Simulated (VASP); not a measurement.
**ZnSe (F-43m): a series in biaxial strain in the (111) plane**

How do the elastic response and the band edges of ZnSe follow biaxial strain in the (111) plane?

Program: VASP 6.6.1. Level of theory: LDA; plane waves and PAW (Zn, Se), in the first sound run; inputs show where later runs differ. Results are calculated unless marked as measured.

## (1) The starting structure

It takes space group F-43m (No. 216, cubic). The conventional cell has a = 5.668 Å, b = 5.668 Å, c = 5.668 Å, α = 90.00°, β = 90.00°, γ = 90.00°. Nearest to Zn lie 4 Se at 2.45 Å. Se has 4 Zn at 2.45 Å nearest. Farther neighbours and most contacts between anions are not listed.

Coordinates:

```xyz
2
Lattice="0.0000 2.8340 2.8340 2.8340 0.0000 2.8340 2.8340 2.8340 0.0000" Properties=species:S:1:pos:R:3 pbc="T T T"
Zn    0.0000    0.0000    0.0000
Se    1.4170    1.4170    1.4170
```

## (2) Relax the crystal, LDA

The series starts from the cell that this level prefers, so that zero strain is near zero stress.

This step took 2 runs in a row; the last is shown.

Level: LDA; plane waves and PAW (Zn, Se).

INCAR reads:

```
SYSTEM = ZnSe
PREC = Accurate
ENCUT = 450
EDIFF = 1E-07
NELM = 120
ISMEAR = 0
SIGMA = 0.02
LREAL = .FALSE.
ALGO = Normal
GGA = CA
NBANDS = 15
LASPH = .TRUE.
LORBIT = 11
LWAVE = .FALSE.
LCHARG = .FALSE.
KPAR = 8
IBRION = 2
NSW = 40
ISIF = 3
EDIFFG = -0.005
POTIM = 0.4
```

POSCAR reads:

```
ZnSe
1.0
    0.0000000000      2.7878715488      2.7878715488
    2.7878715488      0.0000000000      2.7878715488
    2.7878715488      2.7878715488      0.0000000000
Zn Se
1 1
Direct
    0.0000000000      0.0000000000      0.0000000000
    0.2500000000      0.2500000000      0.2500000000
```

KPOINTS reads:

```
Automatic mesh
0
Gamma
9 9 9
0 0 0
```

The projector-augmented-wave data sets are Zn and Se (LDA family, release 64).

On the command line:

```sh
> mpirun -np 8 vasp_std
```

What it wrote:

```text
[banner, memory and clock lines left out]
running    8 mpi-ranks, on    1 nodes
[...]
|                                                                             |
|           W    W    AA    RRRRR   N    N  II  N    N   GGGG   !!!           |
|           W    W   A  A   R    R  NN   N  II  NN   N  G    G  !!!           |
|           W    W  A    A  R    R  N N  N  II  N N  N  G       !!!           |
|           W WW W  AAAAAA  RRRRR   N  N N  II  N  N N  G  GGG   !            |
|           WW  WW  A    A  R   R   N   NN  II  N   NN  G    G                |
|           W    W  A    A  R    R  N    N  II  N    N   GGGG   !!!           |
|                                                                             |
|     For optimal performance we recommend to set                             |
|       NCORE = 2 up to number-of-cores-per-socket                            |
|     NCORE specifies how many cores store one orbital (NPAR=cpu/NCORE).      |
|     This setting can greatly improve the performance of VASP for DFT.       |
[...]
DAV:  11    -0.737219246226E+01    0.73456E-05   -0.15887E-05  1582   0.644E-02    0.445E-03
DAV:  12    -0.737219250259E+01   -0.40327E-07   -0.25748E-06  1246   0.119E-02    0.120E-03
DAV:  13    -0.737219252543E+01   -0.22841E-07   -0.85883E-08   826   0.260E-03
   1 F= -.73721925E+01 E0= -.73721925E+01  d E =-.737219E+01
[...]
N       E                     dE             d eps       ncg     rms          rms(c)
DAV:   1    -0.737226729211E+01   -0.74790E-04   -0.82086E-04  1295   0.589E-01    0.600E-02
DAV:   2    -0.737220458418E+01    0.62708E-04   -0.19879E-04  1302   0.390E-01    0.219E-02
DAV:   3    -0.737219692450E+01    0.76597E-05   -0.70831E-06  1177   0.297E-02    0.106E-02
DAV:   4    -0.737219484675E+01    0.20777E-05   -0.12279E-06  1344   0.156E-02    0.400E-03
DAV:   5    -0.737219458862E+01    0.25813E-06   -0.22738E-07   846   0.860E-03    0.361E-04
DAV:   6    -0.737219459503E+01   -0.64149E-08   -0.95843E-08   634   0.347E-03
   2 F= -.73721946E+01 E0= -.73721946E+01  d E =-.206960E-05
 trial-energy change:   -0.000002  1 .order   -0.000003   -0.000006    0.000000
 step:   0.8166(harm=  0.9417)  dis= 0.00000  next Energy=    -7.372195 (dE=-0.211E-05)
 reached required accuracy - stopping structural energy minimisation
```

It took 3.4 s on 8 MPI ranks of Intel Xeon 6975P-C (Granite Rapids), shared host; peak memory 1.2 GiB.

Lines that name or quote the potential files are left out of all logs, and their timing lines are given in words.

OUTCAR, selected parts (step 2):

```text
  Total        0.0006529      0.0006529      0.0006529      0.0000000      0.0000000      0.0000000
  in kB        0.0241517      0.0241517      0.0241517      0.0000000      0.0000000      0.0000000
  external PRESSURE =       0.0241517 kB  Pullay stress =       0.0000000 kB

 POSITION                                       TOTAL-FORCE (eV/Angst)
 -----------------------------------------------------------------------------------
      0.00000      2.78730      2.78730        -0.000000     -0.000000     -0.000000
      1.39365      1.39365      1.39365         0.000000      0.000000      0.000000
 -----------------------------------------------------------------------------------
    total drift:                                0.000001      0.000001      0.000001

  FREE ENERGIE OF THE ION-ELECTRON SYSTEM (eV)
  ---------------------------------------------------
  free  energy   TOTEN  =        -7.3721945950 eV

  energy  without entropy=       -7.3721945950  energy(sigma->0) =       -7.37219460

 reached required accuracy - stopping structural energy minimisation

[... 3 further parts left out ...]
[key lines of the parts left out:]
E-fermi :   2.0449
```

Numbers from this step:

```
energy(sigma→0) of the program : -7.3722 eV
stress, compression positive   : 0.00 along [111], 0.00 across it (mean), GPa
volume                         : 43.309 Å³
ionic steps                    : 2
```

## (3) Strain along the normal, LDA

One member in full: the plane is strained by 2 %, and the strain along the normal is moved by secant steps until the normal stress is under 0.012 GPa or five steps are spent; the atoms relax at each step.

This step took 4 runs, each at a new trial strain with the atoms of the one before; the last is shown.

Level: LDA; plane waves and PAW (Zn, Se); cell typed or built by script.

Edit INCAR of step 2 so:

```diff
@@ -15,7 +15,7 @@
 LCHARG = .FALSE.
-KPAR = 8
-IBRION = 2
-NSW = 40
-ISIF = 3
-EDIFFG = -0.005
-POTIM = 0.4
+KPAR = 2
+IBRION = 1
+NSW = 25
+ISIF = 2
+EDIFFG = -0.004
+POTIM = 0.3
```

POSCAR reads:

```
ZnSe
1.0
   -0.0615390510      2.7815110190      2.7815110190
    2.7815110190     -0.0615390510      2.7815110190
    2.7815110190      2.7815110190     -0.0615390510
Zn Se
1 1
Direct
    0.9980626224      0.9980626224      0.9980626224
    0.2519373776      0.2519373776      0.2519373776
```

KPOINTS is that of step 2.

On the command line:

```sh
> mpirun -np 2 vasp_std
```

What it wrote:

```text
[banner, memory and clock lines left out]
running    2 mpi-ranks, on    1 nodes
[...]
LDA part: xc-table for (Slater(with rela. corr.)+CA(PZ))
 , standard interpolation
 POSCAR, INCAR and KPOINTS ok, starting setup
[...]
entering main loop
       N       E                     dE             d eps       ncg     rms          rms(c)
DAV:   1     0.825537549226E+02    0.82554E+02   -0.82454E+03  2550   0.126E+03
DAV:   2    -0.242197068542E+01   -0.84976E+02   -0.80074E+02  2858   0.247E+02
DAV:   3    -0.762472692349E+01   -0.52028E+01   -0.51819E+01  3068   0.621E+01
DAV:   4    -0.766760806436E+01   -0.42881E-01   -0.42875E-01  3054   0.612E+00
[...]
DAV:  11    -0.735796884130E+01    0.52341E-05   -0.12425E-05  3860   0.583E-02    0.375E-03
DAV:  12    -0.735796891034E+01   -0.69043E-07   -0.22342E-06  3180   0.107E-02    0.136E-03
DAV:  13    -0.735796891791E+01   -0.75690E-08   -0.98233E-08  2108   0.364E-03
   1 F= -.73579689E+01 E0= -.73579689E+01  d E =-.735797E+01
 BRION: g(F)=  0.201E-06 g(S)=  0.000E+00
 reached required accuracy - stopping structural energy minimisation
```

Run time: 10 s. Hardware: 2 MPI ranks; peak memory 0.31 GiB.

From OUTCAR (step 3):

```text
  Total       -0.4971696     -0.4971696     -0.4971696      0.2484734      0.2484734      0.2484734
  in kB      -17.9129171    -17.9129171    -17.9129171      8.9524472      8.9524472      8.9524472
  external PRESSURE =     -17.9129171 kB  Pullay stress =       0.0000000 kB

 POSITION                                       TOTAL-FORCE (eV/Angst)
 -----------------------------------------------------------------------------------
      5.49082      5.49082      5.49082         0.001076      0.001076      0.001076
      1.38603      1.38603      1.38603        -0.001076     -0.001076     -0.001076
 -----------------------------------------------------------------------------------
    total drift:                               -0.000090     -0.000090     -0.000089

  FREE ENERGIE OF THE ION-ELECTRON SYSTEM (eV)
  ---------------------------------------------------
  free  energy   TOTEN  =        -7.3579689179 eV

  energy  without entropy=       -7.3579689179  energy(sigma->0) =       -7.35796892

[... 1 part as in an earlier step ...]

[... 3 further parts left out ...]
[key lines of the parts left out:]
E-fermi :   1.9622
```

This run gave:

- energy(sigma→0) of the program: -7.3580 eV
- stress, compression positive: 0.00 along [111], -2.69 across it (mean), GPa
- ionic steps: 1

## (4) Band edges, TB-mBJ with spin-orbit coupling

Short lines in KPOINTS_OPT sample the zone centre along and across the normal of the plane, for masses, and the other valleys.

Level: TB-mBJ, spin-orbit coupling; plane waves and PAW (Zn, Se); cell typed or built by script.

TB-mBJ has no energy functional, so the total energy, stress and pressure in this output mean nothing.

INCAR reads:

```
SYSTEM = ZnSe
PREC = Accurate
ENCUT = 450
EDIFF = 1E-06
NELM = 150
ISMEAR = 0
SIGMA = 0.02
LREAL = .FALSE.
ALGO = Normal
METAGGA = MBJ
LASPH = .TRUE.
LNONCOLLINEAR = .TRUE.
MAGMOM = 0 0 0 0 0 0
NBANDS = 28
GGA_COMPAT = .FALSE.
LSORBIT = .TRUE.
LWAVE = .FALSE.
LCHARG = .FALSE.
KPAR = 2
```

POSCAR is that of step 3.

KPOINTS reads:

```
Automatic mesh
0
Gamma
7 7 7
0 0 0
```

KPOINTS_OPT reads:

```
Line mode
6
Line-mode
Reciprocal
  0.00000000   0.00000000   0.00000000
  0.02527605   0.02527605   0.02527605

  0.00000000   0.00000000   0.00000000
 -0.01599778   0.01599778   0.00000000

  0.31000000   0.31000000   0.00000000
  0.50000000   0.50000000   0.00000000

  0.00000000   0.31000000   0.31000000
  0.00000000   0.50000000   0.50000000

  0.45000000   0.45000000   0.45000000
  0.50000000   0.50000000   0.50000000

  0.45000000   0.00000000   0.00000000
  0.50000000   0.00000000   0.00000000

  0.42500000   0.42500000   0.00000000
  0.42451029   0.44713456   0.02213456

  0.50000000   0.50000000   0.50000000
  0.48400222   0.51599778   0.50000000
```

On the command line:

```sh
> mpirun -np 2 vasp_ncl
```

What it wrote:

```text
[banner, memory and clock lines left out]
running    2 mpi-ranks, on    1 nodes
[...]
|                                                                             |
|               ----> ADVICE to this user running VASP <----                  |
|                                                                             |
|     You enforced a specific xc type in the INCAR file but a different       |
|     [... a line on the potential file left out ...]
|     I HOPE YOU KNOW WHAT YOU ARE DOING!                                     |
|                                                                             |

 LDA part: xc-table for (None), standard interpolation
 POSCAR, INCAR and KPOINTS ok, starting setup
[...]
entering main loop
       N       E                     dE             d eps       ncg     rms          rms(c)
DAV:   1     0.719178203189E+02    0.71918E+02   -0.75193E+03  4704   0.132E+03
DAV:   2    -0.357638585813E+02   -0.10768E+03   -0.10209E+03  4736   0.297E+02
DAV:   3    -0.464007868396E+02   -0.10637E+02   -0.10511E+02  5552   0.973E+01
DAV:   4    -0.466233359175E+02   -0.22255E+00   -0.22215E+00  5272   0.140E+01
[...]
DAV:  38    -0.441178696438E+02    0.67590E-05   -0.10374E-11  2392   0.359E-05    0.511E-06
DAV:  39    -0.441178677815E+02    0.18623E-05   -0.89360E-12  2396   0.309E-05    0.245E-06
DAV:  40    -0.441178681723E+02   -0.39082E-06   -0.19334E-12  2396   0.108E-05
   1 F= -.44117868E+02 E0= -.44117868E+02  d E =-.369802E-30  mag=    -0.0000     0.0000    -0.0000
 Start KPOINTS_OPT (optional k-point list driver)
k-point batch [1-48\48]
       N       E                     dE             ncg
DAV:   1     0.330880218542E+04   -0.15277E+05     2688
DAV:   2    -0.193614565074E+04   -0.52449E+04     2712
DAV:   3    -0.246608094905E+04   -0.52994E+03     3196
DAV:   4    -0.247612221720E+04   -0.10041E+02     3176
DAV:   5    -0.247617689388E+04   -0.54677E-01     3092
DAV:   6    -0.247617747835E+04   -0.58447E-03     3116
DAV:   7    -0.247617748816E+04   -0.98080E-05     2964
DAV:   8    -0.247617748842E+04   -0.25826E-06     2340
```

Run time: 3.9 min. Hardware: 2 MPI ranks; peak memory 0.83 GiB.

OUTCAR, selected parts (step 4):

```text
  LATTYP: Found a trigonal (rhomboedric) cell.
 ALAT       =     3.9341319440
 COS(alpha) =     0.4777587480

 Subroutine GETGRP returns: Found  6 space group operations
 (whereof  6 operations were pure point group operations)

The static configuration has the point symmetry C_3v.

 Found     84 irreducible k-points:

   k-points           NKPTS =     84   k-points in BZ     NKDIM =     84   number of bands    NBANDS=     28

   dimension x,y,z NGX =    28 NGY =   28 NGZ =   28
   dimension x,y,z NGXF=    56 NGYF=   56 NGZF=   56

   ENCUT  =  450.0 eV  33.07 Ry    5.75 a.u.   6.80  6.80  6.80*2*pi/ulx,y,z

   NELECT =      18.0000    total number of electrons

 E-fermi :   2.5929

 k-point     1 :       0.0000    0.0000    0.0000
  band No.  band energies     occupation
    ...
     14       1.9883      1.00000
     15       2.2980      1.00000
     16       2.2980      1.00000
     17       2.4383      1.00000
     18       2.4383      1.00000
     19       5.0930      0.00000
     20       5.0930      0.00000
     21       8.7359      0.00000
     22       8.7359      0.00000
     23       8.8252      0.00000
    ...

 k-point     2 :       0.1429    0.0000   -0.0000
  band No.  band energies     occupation
    ...
     14       0.9351      1.00000
     15       1.9624      1.00000
     16       1.9716      1.00000
     17       2.2334      1.00000
     18       2.2380      1.00000
     19       5.9833      0.00000
     20       5.9878      0.00000
     21       8.8597      0.00000
     22       8.8691      0.00000
     23       9.1022      0.00000
    ...

  Total      -85.7209170    -85.7209170    -85.7209170      0.2511439      0.2511439      0.2511439
  in kB    -3088.5070713  -3088.5070713  -3088.5070713      9.0486641      9.0486641      9.0486641
  external PRESSURE =   -3088.5070713 kB  Pullay stress =       0.0000000 kB

 POSITION                                       TOTAL-FORCE (eV/Angst)
 -----------------------------------------------------------------------------------
      5.49082      5.49082      5.49082         0.181101      0.181101      0.181101
      1.38603      1.38603      1.38603        -0.181101     -0.181101     -0.181101
 -----------------------------------------------------------------------------------
    total drift:                                0.380488      0.380488      0.380488

  FREE ENERGIE OF THE ION-ELECTRON SYSTEM (eV)
  ---------------------------------------------------
  free  energy   TOTEN  =       -44.1178681723 eV

  energy  without entropy=      -44.1178681723  energy(sigma->0) =      -44.11786817

 Spin-Orbit-Coupling matrix elements
 Ion:    1  E_soc:     -0.0077919
 Ion:    2  E_soc:     -0.0339027

[... 1 part as in an earlier step ...]

[... 7 further parts left out ...]
```

## (5) Band edges, r2SCAN with spin-orbit coupling

Short lines in KPOINTS_OPT sample the zone centre along and across the normal of the plane, for masses, and the other valleys.

Level: r2SCAN, spin-orbit coupling; plane waves and PAW (Zn, Se); cell typed or built by script.

Edit INCAR of step 4 so:

```diff
@@ -4,3 +4,3 @@
 EDIFF = 1E-06
-NELM = 150
+NELM = 100
 ISMEAR = 0
@@ -9,3 +9,3 @@
 ALGO = Normal
-METAGGA = MBJ
+METAGGA = R2SCAN
 LASPH = .TRUE.
```

POSCAR is that of step 4.

KPOINTS is that of step 4.

KPOINTS_OPT is that of step 4.

On the command line:

```sh
> mpirun -np 2 vasp_ncl
```

What it wrote:

```text
[banner, memory and clock lines left out]
running    2 mpi-ranks, on    1 nodes
[...]
[... a notice as in an earlier step ...]

 LDA part: xc-table for (None), standard interpolation
 POSCAR, INCAR and KPOINTS ok, starting setup
[...]
entering main loop
       N       E                     dE             d eps       ncg     rms          rms(c)
DAV:   1    -0.171155980265E+03   -0.17116E+03   -0.78751E+03  4704   0.138E+03
DAV:   2    -0.282695871000E+03   -0.11154E+03   -0.10601E+03  4760   0.314E+02
DAV:   3    -0.293942415590E+03   -0.11247E+02   -0.11129E+02  5508   0.101E+02
DAV:   4    -0.294165800008E+03   -0.22338E+00   -0.22298E+00  5292   0.145E+01
[...]
DAV:  15    -0.291388273915E+03    0.16301E-05   -0.85588E-07  2648   0.256E-02    0.186E-03
DAV:  16    -0.291388272866E+03    0.10486E-05   -0.32549E-07  2456   0.106E-02    0.915E-04
DAV:  17    -0.291388273250E+03   -0.38359E-06   -0.11507E-07  2432   0.872E-03
   1 F= -.29138827E+03 E0= -.29138827E+03  d E =-.879043E-16  mag=    -0.0000     0.0000    -0.0000
 Start KPOINTS_OPT (optional k-point list driver)
k-point batch [1-48\48]
       N       E                     dE             ncg
DAV:   1     0.262182550230E+04   -0.15964E+05     2688
DAV:   2    -0.275444173844E+04   -0.53763E+04     2712
DAV:   3    -0.331026195460E+04   -0.55582E+03     3196
DAV:   4    -0.332156178998E+04   -0.11300E+02     3204
DAV:   5    -0.332162097261E+04   -0.59183E-01     2928
DAV:   6    -0.332162150039E+04   -0.52779E-03     3140
DAV:   7    -0.332162150691E+04   -0.65138E-05     2684
DAV:   8    -0.332162150708E+04   -0.17345E-06     2368
```

Elapsed: 6.2 min, on 2 MPI ranks; peak memory 0.79 GiB; 12 min of CPU time.

[end of part 1 of 2]

[Lines on the potential files, build, host, timing and source positions are cut from VASP's logs without a mark.]

[Logs are printed without paths, hosts, clocks, repeated set-up lines and the standing remarks that a program may print on its own settings, such as how far it seeks lower states.]

[Hosts, paths, dates, database ids (printed as entryN), source tags and the programs' standing remarks are cut or masked in the printed files.]

[In band tables of VASP the shares of atoms and orbitals are scaled to a sum of 1 inside the atoms' spheres.]
